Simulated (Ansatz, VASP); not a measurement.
# Te (linear Te chain): VASP beside Ansatz

One calculation is typed for both programs; each brings its own data sets. How far apart do they land? The cell is taken from a series of runs on this material, whose earlier steps may have relaxed, scaled, displaced or heated it; both programs get it as it stands.

Method: plane waves, with VASP 6.6.1 beside it; single point at PBE, in Ansatz 0.2.0.

## (1) The starting structure

The cell holds 1 atom: 1 Te. Its edges and angles: a = 7.500 Å, b = 7.500 Å, c = 2.532 Å, α = 90.0°, β = 90.0°, γ = 90.0°. Vacuum lies along a and b. The structure's axis is c.

Coordinates:

```xyz
1
Lattice="7.5000 0.0000 0.0000 0.0000 7.5000 0.0000 0.0000 0.0000 2.5323" Properties=species:S:1:pos:R:3
Te    3.7500    3.7500    0.0000
```

## (2) VASP: single point, PBE, pair 1

A single point gives forces, pressure and levels at one fixed geometry, so differences don't come from the geometry; what else differs is listed under the comparison.

Lines of VASP's logs that name or quote its potential files are left out, and so is its time.

File INCAR:

```
SYSTEM = Te
PREC = Accurate
ENCUT = 500
EDIFF = 1E-06
NELM = 200
ISMEAR = -1
SIGMA = 0.05
LREAL = .FALSE.
ALGO = Normal
GGA = PE
NBANDS = 9
ISPIN = 2
MAGMOM = 0
LORBIT = 11
LWAVE = .FALSE.
LCHARG = .FALSE.
ISIF = 2
LASPH = .TRUE.
GGA_COMPAT = .FALSE.
```

File POSCAR:

```
Te
1.0
    7.5000000000      0.0000000000      0.0000000000
    0.0000000000      7.5000000000      0.0000000000
    0.0000000000      0.0000000000      2.5323218798
Te
1
Direct
    0.5000000000      0.5000000000      0.0000000000
```

File KPOINTS:

```
Automatic mesh
0
Gamma
1 1 32
0 0 0
```

The projector-augmented-wave data sets are Te (PBE family, release 64).

Command:

```sh
$ mpirun -np 1 vasp_std
```

Numbers of over 12 decimals in the logs are rounded to 6 here.

Log:

```text
[banner, memory and clock lines left out]
running    1 mpi-ranks, on    1 nodes
 distrk:  each k-point on    1 cores,    1 groups
 distr:  one band on    1 cores,    1 groups

 POSCAR found type information on POSCAR Te
 POSCAR found :  1 types and       1 ions
 LDA part: xc-table for (Slater+PW92), standard interpolation
 POSCAR, INCAR and KPOINTS ok, starting setup
 FFT: planning ... GRIDC
 FFT: planning ... GRID_SOFT
 FFT: planning ... GRID
 WAVECAR not read
 entering main loop
       N       E                     dE             d eps       ncg     rms          rms(c)
DAV:   1     0.290491559882E+02    0.29049E+02   -0.18337E+03   612   0.420E+02
DAV:   2    -0.261493856916E+00   -0.29311E+02   -0.23563E+02   778   0.608E+01
DAV:   3    -0.217286192584E+01   -0.19114E+01   -0.19010E+01   746   0.221E+01
DAV:   4    -0.220861585578E+01   -0.35754E-01   -0.35747E-01   816   0.367E+00
DAV:   5    -0.220947037738E+01   -0.85452E-03   -0.85452E-03   793   0.478E-01    0.883E+00
DAV:   6    -0.219855935057E+01    0.10911E-01   -0.93525E-03   717   0.417E-01    0.507E+00
DAV:   7    -0.219411350171E+01    0.44458E-02   -0.13535E-02   677   0.490E-01    0.218E-01
DAV:   8    -0.219388264934E+01    0.23085E-03   -0.65741E-04   648   0.140E-01    0.205E-01
DAV:   9    -0.219390192866E+01   -0.19279E-04   -0.44286E-05   661   0.402E-02    0.574E-02
DAV:  10    -0.219392608679E+01   -0.24158E-04   -0.22654E-05   615   0.222E-02    0.188E-02
DAV:  11    -0.219414656626E+01   -0.22048E-03   -0.88678E-05   616   0.469E-02    0.193E-02
DAV:  12    -0.219415705930E+01   -0.10493E-04   -0.59194E-07   712   0.505E-03    0.122E-02
DAV:  13    -0.219421695529E+01   -0.59896E-04   -0.43361E-06   616   0.136E-02    0.522E-03
DAV:  14    -0.219422411908E+01   -0.71638E-05   -0.94426E-07   656   0.481E-03    0.241E-03
DAV:  15    -0.219422775383E+01   -0.36347E-05   -0.26103E-07   616   0.250E-03    0.119E-03
DAV:  16    -0.219422829337E+01   -0.53954E-06   -0.48363E-08   638   0.104E-03
   1 F= -.21942283E+01 E0= -.21899457E+01  d E =-.856513E-02  mag=     0.0000
```

From OUTCAR (step 2):

```text
ion  position               nearest neighbor table
   1  0.500  0.500  0.000-

  LATTYP: Found a simple tetragonal cell.
 ALAT       =     7.5000000000
 C/A-ratio  =     0.3376429173

 Subroutine GETGRP returns: Found 16 space group operations
 (whereof 16 operations were pure point group operations)

The static configuration has the point symmetry D_4h.

 Found     17 irreducible k-points:

   k-points           NKPTS =     17   k-points in BZ     NKDIM =     17   number of bands    NBANDS=      9

   dimension x,y,z NGX =    56 NGY =   56 NGZ =   18
   dimension x,y,z NGXF=   112 NGYF=  112 NGZF=   36

   ENCUT  =  500.0 eV  36.75 Ry    6.06 a.u.  13.67 13.67  4.62*2*pi/ulx,y,z

   NELECT =       6.0000    total number of electrons

 k-points in reciprocal lattice and weights: Automatic mesh
   0.00000000  0.00000000  0.00000000       0.031
   0.00000000  0.00000000  0.03125000       0.062
   0.00000000  0.00000000  0.06250000       0.062
   0.00000000  0.00000000  0.09375000       0.062
   0.00000000  0.00000000  0.12500000       0.062
   0.00000000  0.00000000  0.15625000       0.062
   0.00000000  0.00000000  0.18750000       0.062
   0.00000000  0.00000000  0.21875000       0.062
   0.00000000  0.00000000  0.25000000       0.062
[...]
0.00000000  0.00000000  0.46875000       0.062
   0.00000000  0.00000000  0.50000000       0.031

 average (electrostatic) potential at core
       1 -96.8508

 E-fermi :  -2.2554

 spin component 1
 k-point     1 :       0.0000    0.0000    0.0000
  band No.  band energies     occupation
      1     -15.6475      1.00000
      2      -5.5377      1.00000
      3      -5.5377      1.00000
      4       0.8135      0.00000
      5       2.2798      0.00000
      6       3.3203      0.00000
      7       4.1493      0.00000
      8       4.1493      0.00000
    ...

 k-point     2 :       0.0000    0.0000    0.0312
  band No.  band energies     occupation
      1     -15.6239      1.00000
      2      -5.5127      1.00000
      3      -5.5127      1.00000
      4       0.8348      0.00000
      5       2.3021      0.00000
      6       3.3420      0.00000
      7       4.1725      0.00000
      8       4.1725      0.00000
    ...

 k-point     3 :       0.0000    0.0000    0.0625
  band No.  band energies     occupation
      1     -15.5532      1.00000
      2      -5.4380      1.00000
      3      -5.4380      1.00000
      4       0.8984      0.00000
      5       2.3689      0.00000
      6       3.4069      0.00000
      7       4.2420      0.00000
      8       4.2420      0.00000
    ...

 k-point     4 :       0.0000    0.0000    0.0938
  band No.  band energies     occupation
      1     -15.4352      1.00000
      2      -5.3139      1.00000
      3      -5.3139      1.00000
      4       1.0026      0.00000
      5       2.4802      0.00000
      6       3.5150      0.00000
      7       4.3577      0.00000
      8       4.3577      0.00000
    ...

 k-point     5 :       0.0000    0.0000    0.1250
  band No.  band energies     occupation
      1     -15.2695      1.00000
      2      -5.1416      1.00000
      3      -5.1416      1.00000
      4       1.1415      0.00000
      5       2.6360      0.00000
      6       3.6664      0.00000
      7       3.7102      0.00000
      8       4.5191      0.00000
    ...

 k-point     6 :       0.0000    0.0000    0.1562
  band No.  band energies     occupation
      1     -15.0559      1.00000
      2      -4.9223      1.00000
      3      -4.9223      1.00000
      4       1.2829      0.00000
      5       2.5968      0.00000
      6       2.8363      0.00000
      7       3.8610      0.00000
      8       4.7258      0.00000
    ...

  Total        0.1408749      0.1408749      7.8608157      0.0000000     -0.0000000      0.0000000
  in kB        1.5845383      1.5845383     88.4172007      0.0000000     -0.0000000      0.0000000
  external PRESSURE =      30.5287591 kB  Pullay stress =       0.0000000 kB

  energy-cutoff  :      500.00
  volume of cell :      142.44
      direct lattice vectors                 reciprocal lattice vectors
     7.500000000  0.000000000  0.000000000     0.133333333  0.000000000  0.000000000
     0.000000000  7.500000000  0.000000000     0.000000000  0.133333333  0.000000000
     0.000000000  0.000000000  2.532321880     0.000000000  0.000000000  0.394894507

 POSITION                                       TOTAL-FORCE (eV/Angst)
 -----------------------------------------------------------------------------------
      3.75000      3.75000      0.00000         0.000000      0.000000      0.000000
 -----------------------------------------------------------------------------------
    total drift:                               -0.000000     -0.000000      0.000000

  FREE ENERGIE OF THE ION-ELECTRON SYSTEM (eV)
  ---------------------------------------------------
  free  energy   TOTEN  =        -2.1942282934 eV

  energy  without entropy=       -2.1856631611  energy(sigma->0) =       -2.18994573

 total charge
# of ion       s       p       d       tot
------------------------------------------
    1        1.421   1.948   0.071   3.440

 magnetization (x)
# of ion       s       p       d       tot
------------------------------------------
    1       -0.000  -0.000  -0.000  -0.000

[... 2 further parts left out ...]
```

## (3) Ansatz: single point, PBE, pair 1

Ansatz runs on its default PAW (the set named soft_2) files.

The same cell, functional, mesh and smearing now go to Ansatz, which takes its cutoff from its data sets.

File input.yaml:

```yaml
crystal:
  lattice:
    - [7.5, 0.0, 0.0]
    - [0.0, 7.5, 0.0]
    - [0.0, 0.0, 2.5323218798]
  atoms:
    - { symbol: Te, position: [0.5, 0.5, 0.0], spin: 0.3 }
magnetization:
  spin_polarized: true
kpoints:
  mp_grid: { grid: [1, 1, 32] }
scf:
  occupations: { method: fermi_dirac, width: 0.05 }
hamiltonian:
  xc: pbe
output:
  transmission:
    e_range: [-2, 2]
    de: 0.035
    kmesh: [1, 1]
    reduced_basis: true
    leads: [[0, 0]]
  stress: true
```

Command:

```sh
$ ansatz run input.yaml --threads 4 --pin off --max-ram 8192MiB --backend cpu --events-out ev --progress --plain --runs-dir out
```

Log:

```text
Engine: ansatz 0.2.0, x86_64-unknown-linux-gnu
Pseudopotentials: kind: paw
Pseudopotential: Te, paw, valence charge 16, recommended cutoff 420 eV (normal), Te.paw.azcp
Functional definition: PBE
  parameter kappa = 0.804
  parameter beta = 0.066725
  exchange = pbe_x(kappa = kappa, mu = beta*pi^2/3)
  correlation = pbe_c(beta = beta)
Crystal: 1 atoms, lattice volume = 142.443 Å³
Basis set: ecut = 420 eV, 2777 PW (Γ)
Bands: 13, of which v1, the nominal top of the filled ones, is band 8 counted from 1 (7 counted from 0)
Symmetry: 16 space group operations
Space group: P4/mmm (ITA 123), of the structure as read, at distance tolerance 5.2e-5 Å
Magnetic group: BNS 123.339 (UNI 999), of the structure as read, at distance tolerance 5.2e-5 Å
k-points: 17 of 32
Non-local potential: Te, projectors of the file, l = 0: 2, l = 1: 2, l = 2: 2, l = 3: 2
PAW form: soft (Blöchl's): semilocal exchange-correlation on the pseudo side does not see the compensation charge
PAW one-centre angular grid: Te, 590 points (default); XC on 64 Gauss nodes
Initial density: superposition of atomic densities (neutral atoms: chi_scale 0, normalization atom)
Starting moments: Σ|m| = 0.3 μB on 1 of 1 site
Initial wavefunctions: pseudopotential atomic-orbital guess
Functional: x = pbe(κ = 0.804, μ = 0.219515), c = pbe(β = 0.066725)
iter 1 solved again at ethr=1.91e-4 eV; its pass at ethr=3.10e-3 eV (dr2=3.06e-2 eV) is discarded
SCF iter   1: F=—  HF=-6979.006879 eV  |F-HF|=—  |Δ(HF+E_count)|=         —  Δρ=7.02e-3 (↑7.02e-3 ↓6.78e-3)  dr2=3.31e-2  dr2_m=5.81e-2  M=0.041 μB ∫|m|=0.041 μB  β_m=0.30  ethr=1.91e-4  ⟨swp⟩=1.4  Hψ=3745  notcnv=0
preconditioner: auto → Resta (q_TF=auto, 1.895 Å⁻¹)  ε∞=1.5  [insulator: Δε(μ)=0.329 eV  Ē_g=9.516 eV  σ=0.050 eV  W_gap=0.62  n_scr=20 (ndim 8)  ℏωp=6.9 eV  f_vac=0.655  D(μ)=0.88/eV (n_scr^D=4)  ε∞_Penn≈1.5  vacuum switching on, ρ_ref=6.6e-3 e/Å³]
spin=Collinear: Resta preconditioning applied to the charge; magnetization (m = ρ↑ − ρ↓) channel mixes plain (no charge-response kernel on spin).
SCF iter   2: F=—  HF=-6979.005033 eV  |F-HF|=—  |Δ(HF+E_count)|=   1.85e-3  Δρ=5.00e-3 (↑5.00e-3 ↓4.72e-3)  dr2=1.40e-2  dr2_m=2.89e-2  M=0.035 μB ∫|m|=0.035 μB  β_m=0.30  ethr=1.91e-4  ⟨swp⟩=2.1  Hψ=560  notcnv=0
SCF iter   3: F=—  HF=-6979.004206 eV  |F-HF|=—  |Δ(HF+E_count)|=   8.26e-4  Δρ=3.45e-3 (↑3.45e-3 ↓3.22e-3)  dr2=8.70e-4  dr2_m=1.44e-2  M=0.031 μB ∫|m|=0.031 μB  β_m=0.30  ethr=8.77e-5  ⟨swp⟩=2.4  Hψ=736  notcnv=0
SCF iter   4: F=—  HF=-6979.005325 eV  |F-HF|=—  |Δ(HF+E_count)|=   1.12e-3  Δρ=2.36e-3 (↑2.36e-3 ↓2.36e-3)  dr2=3.17e-4  dr2_m=7.23e-3  M=0.025 μB ∫|m|=0.025 μB  β_m=0.30  ethr=5.44e-6  ⟨swp⟩=2.5  Hψ=615  notcnv=0
SCF iter   5: F=—  HF=-6979.005957 eV  |F-HF|=—  |Δ(HF+E_count)|=   6.31e-4  Δρ=1.69e-3 (↑1.65e-3 ↓1.69e-3)  dr2=8.83e-6  dr2_m=3.65e-3  M=0.021 μB ∫|m|=0.021 μB  β_m=0.30  ethr=1.98e-6  ⟨swp⟩=2.0  Hψ=636  notcnv=0
SCF iter   6: F=—  HF=-6979.006318 eV  |F-HF|=—  |Δ(HF+E_count)|=   3.62e-4  Δρ=1.19e-3 (↑1.19e-3 ↓1.19e-3)  dr2=5.82e-7  dr2_m=1.85e-3  M=0.017 μB ∫|m|=0.017 μB  β_m=0.30  ethr=5.52e-8  ⟨swp⟩=2.0  Hψ=649  notcnv=0
SCF iter   7: F=—  HF=-6979.006517 eV  |F-HF|=—  |Δ(HF+E_count)|=   1.99e-4  Δρ=8.50e-4 (↑8.50e-4 ↓8.48e-4)  dr2=1.09e-7  dr2_m=9.41e-4  M=0.014 μB ∫|m|=0.014 μB  β_m=0.30  ethr=6.25e-10  ⟨swp⟩=7.8  Hψ=2415  notcnv=0
Mixer restart at iter 7: flushing history
spin-set hold released at iteration 7 (site moments contracting): the magnetisation degrees of freedom join the quasi-Newton model from the next iteration; the mixer history was flushed
SCF iter   8: F=—  HF=-6979.006628 eV  |F-HF|=—  |Δ(HF+E_count)|=   1.11e-4  Δρ=6.08e-4 (↑6.08e-4 ↓6.07e-4)  dr2=5.41e-8  dr2_m=4.82e-4  M=0.011 μB ∫|m|=0.011 μB  β_m=0.65  ethr=6.25e-10  ⟨swp⟩=7.3  Hψ=2163  notcnv=0
SCF iter   9: F=—  HF=-6979.006781 eV  |F-HF|=—  |Δ(HF+E_count)|=   1.53e-4  Δρ=4.64e-5 (↑4.64e-5 ↓4.62e-5)  dr2=1.41e-9  dr2_m=2.79e-6  M=0.003 μB ∫|m|=0.003 μB  β_m=0.82  ethr=3.38e-10  ⟨swp⟩=8.5  Hψ=2267  notcnv=0
SCF iter  10: F=—  HF=-6979.006787 eV  |F-HF|=—  |Δ(HF+E_count)|=   5.76e-6  Δρ=1.99e-5 (↑1.99e-5 ↓1.99e-5)  dr2=2.91e-10  dr2_m=5.15e-7  M=0.001 μB ∫|m|=0.001 μB  β_m=0.91  ethr=8.80e-12  ⟨swp⟩=6.5  Hψ=2013  notcnv=0
SCF iter  11: F=—  HF=-6979.006788 eV  |F-HF|=—  |Δ(HF+E_count)|=   1.37e-6  Δρ=1.22e-6 (↑1.12e-6 ↓1.22e-6)  dr2=7.11e-10  dr2_m=1.70e-9  M=0.000 μB ∫|m|=0.000 μB  β_m=0.96  ethr=1.82e-12  ⟨swp⟩=6.5  Hψ=1920  notcnv=0
SCF iter  12: F=—  HF=-6979.006788 eV  |F-HF|=—  |Δ(HF+E_count)|=   5.69e-9  Δρ=3.28e-7 (↑3.28e-7 ↓1.98e-7)  dr2=4.20e-10  dr2_m=4.36e-11  M=0.000 μB ∫|m|=0.000 μB  β_m=0.82  ethr=1.82e-12  ⟨swp⟩=3.6  Hψ=1097  notcnv=0
SCF iter  13: F=-6979.006788 eV  HF=-6979.006788 eV  |F-HF|=1.91e-11  |Δ(HF+E_count)|=  1.02e-10  Δρ=9.20e-8 (↑8.64e-8 ↓9.20e-8)  dr2=8.07e-13  dr2_m=1.03e-11  M=0.000 μB ∫|m|=0.000 μB  ethr=1.82e-12  ⟨swp⟩=3.0  Hψ=948  notcnv=0
SCF 1 converged in 13 iterations: F = -6979.006788 eV  dr2 = 8.07e-13
  greatest PAW one-centre occupation: 0.998 electrons in one spin orbital (limit 2), on the Te atom at site 0 (counted from 0), in its partial waves of l = 2
WARN: the starting moments were not kept: the SCF closed with an absolute magnetisation of 3.4e-6 μB, where they sum to 0.3 μB in size (1 site). That is at most 0.1 of that sum. Measured as dr2_m measures the in/out step, that magnetisation stands 1.6e-12 eV from none, at or under the dr2_threshold of 1.0e-7 eV: it is no larger than a step whose dr2_m would equal this threshold. The system may hold no moment; this SC [...]
transmission: 8 of 48 steps passed
transmission: 12 of 48 steps passed
[...]
transmission: 48 of 48 steps passed
SCF converged after 13 iterations
Magnetization: 0.0000 μB (8.0000 up, 8.0000 down)
Absolute magnetization: 0.0000 μB (∫|ρ↑−ρ↓|, with the PAW one-centre terms)
Spin contamination: 0.0000 ħ² per cell (⟨S²⟩ above its minimum at these occupations)
Per-site moments (μB) at R_I (Å): [(1.3191228240957504e-7, 1.044583)]
Free energy (F): -6979.006788 eV
Harris-Foulkes:  -6979.006788 eV  (|F-HF|=1.91e-11)
Internal energy: -6978.998206 eV  (E = F + TS)
E sigma→0 (E₀):  -6979.002497 eV
Entropy (-TS):   -0.008582 eV (-8.582 meV/atom)
Fermi energy:    -1.593614 eV
--- Per-component energies (eV) ---
  E_band       = -427.261980
  E_kinetic    = 181.991773
  E_local      = -3321.408031  (includes V_loc(G=0)·N_el)
  E_nonlocal   = -309.919695
  E_hartree    = 1752.943234
  E_xc         = -124.378609
  E_vxc        = -104.115046  (∫ρ·V_xc dr)
  E_paw        = -4662.271472  (= ΣΔE_a)
  E_vpaw       = -379.697338  (= ΣTr[D̂ρ^β])
  E_aug_tail   = -0.000180  (compensation charges beyond the density's cutoff)
  E_ewald      = -495.955226
  E_smearing   = -0.008582  (= −TS)
  E_closure    = 0.000000  (closes the sum)
  Σ components = -6979.006788   (vs F -6979.006788, Δ=0.00e0)
--- Stress (GPa, compression-positive) ---
        0.159479       0.000000       0.000000
        0.000000       0.159479       0.000000
        0.000000       0.000000       8.813146
  P = ⅓ Tr σ = 3.0440 GPa (30.440 kbar)
--- Band table (eV; the first three rows and the last of 34) ---
  k-point 0 ↑: bands = [... 4 lower, -38.4223, -14.9733, -4.8656, -4.8656, 1.4836, 2.9573, 4.0128, 4.8175, ... 1 higher]
  k-point 1 ↑: bands = [... 4 lower, -38.4221, -14.9501, -4.8407, -4.8407, 1.5050, 2.9797, 4.0345, 4.8407, ... 1 higher]
  k-point 2 ↑: bands = [... 4 lower, -38.4215, -14.8804, -4.7660, -4.7660, 1.5687, 3.0466, 4.0998, 4.9102, ... 1 higher]
  k-point 16 ↓: bands = [... 4 lower, -38.3764, -9.1907, -8.0904, -0.5259, -0.5259, 4.3358, 4.3358, 7.0615, ... 1 higher]
--- Transmission ---
  basis      : 497 plane waves across, 4 finite elements along
  points     : 1, standing for a mesh of 1 x 1
  filling    : by the input's occupations and mesh, since the crystals that have channels conduct as metals do. If one of these is a semiconductor, that mesh has misplaced its level
  energies   : 115 from -2.000000 to 1.990000 eV about the Fermi level, 0.035000 eV apart; the leads are filled to 0.000000 eV, and channels, transmission and decay are at -0.005000 eV
  crystal 0  : Te1, at the sites [0, 0], period 2.5323 Å: whole cells are its period
    offset         : up to 0.0000 Å between an atom of the period and one for which it stands
    filled         : 100.2 meV under the level at which it is neutral
    channels       : 3.000000e0 up, 3.000000e0 down
    conductance    : 4.1323e14 S/m² at 300 K; may be off by some 0.0 % by where its bands' edges are placed, 0.0 % from the distance to neutral
```

The column dr2 measures how far the density is from self-consistency, as an energy; F and HF (Harris–Foulkes) agree once it is small.

## (4) Comparison

Known differences besides the potentials themselves: the data sets hold 16 valence electrons in Ansatz (on its default PAW (the set named soft_2) files) and 6 in VASP; the cutoff is 420 eV in Ansatz and 500 eV in VASP. Total energies have different zeros and are not compared.

Both answers:

```
      quantity  Ansatz  VASP  difference
pressure (GPa)    3.04  3.05       -0.01
```

## (5) VASP: single point, PBE, pair 2

A single point gives forces, pressure and levels at one fixed geometry, so differences don't come from the geometry; what else differs is listed under the comparison. The cell compared in this pair holds 148.64 Å³, against 142.44 Å³ for the pair before.

INCAR is that of step 2.

POSCAR: that of step 2 with these lines changed.

```diff
@@ -4,3 +4,3 @@
     0.0000000000      7.5000000000      0.0000000000
-    0.0000000000      0.0000000000      2.5323218798
+    0.0000000000      0.0000000000      2.6424228311
 Te
```

File KPOINTS:

```
Automatic mesh
0
Gamma
1 1 31
0 0 0
```

Command:

```sh
$ mpirun -np 1 vasp_std
```

Log:

```text
[... set-up lines as in an earlier step ...]
 entering main loop
       N       E                     dE             d eps       ncg     rms          rms(c)
DAV:   1     0.281022888800E+02    0.28102E+02   -0.18175E+03   576   0.417E+02
DAV:   2    -0.526652012351E+00   -0.28629E+02   -0.23318E+02   737   0.615E+01
DAV:   3    -0.239389146614E+01   -0.18672E+01   -0.18556E+01   707   0.215E+01
DAV:   4    -0.242613623999E+01   -0.32245E-01   -0.32240E-01   765   0.346E+00
[...]
DAV:  13    -0.242515331971E+01   -0.19609E-04   -0.10922E-06   608   0.600E-03    0.567E-03
DAV:  14    -0.242516339480E+01   -0.10075E-04   -0.12831E-06   586   0.522E-03    0.712E-04
DAV:  15    -0.242516437297E+01   -0.97817E-06   -0.24379E-08   613   0.838E-04
   1 F= -.24251644E+01 E0= -.24202953E+01  d E =-.973821E-02  mag=     0.0000
```

Parts of OUTCAR (step 5):

```text
  Total        0.1492704      0.1492704      3.0548720      0.0000000      0.0000000      0.0000000
  in kB        1.6090131      1.6090131     32.9290165      0.0000000      0.0000000      0.0000000
  external PRESSURE =      12.0490142 kB  Pullay stress =       0.0000000 kB

  FREE ENERGIE OF THE ION-ELECTRON SYSTEM (eV)
  ---------------------------------------------------
  free  energy   TOTEN  =        -2.4251643730 eV

  energy  without entropy=       -2.4154261600  energy(sigma->0) =       -2.42029527

[... 2 parts as in an earlier step ...]

[... 3 further parts left out ...]
[key lines of the parts left out:]
E-fermi :  -2.4839
```

[end of part 1 of 2]

[Lines on the potential files, build, host, timing and source positions are cut from VASP's logs without a mark.]

[Logs are printed without paths, hosts, clocks, repeated set-up lines and the standing remarks that a program may print on its own settings, such as how far it seeks lower states.]

[Hosts, paths, dates, database ids (printed as entryN), source tags and the programs' standing remarks are cut or masked in the printed files.]
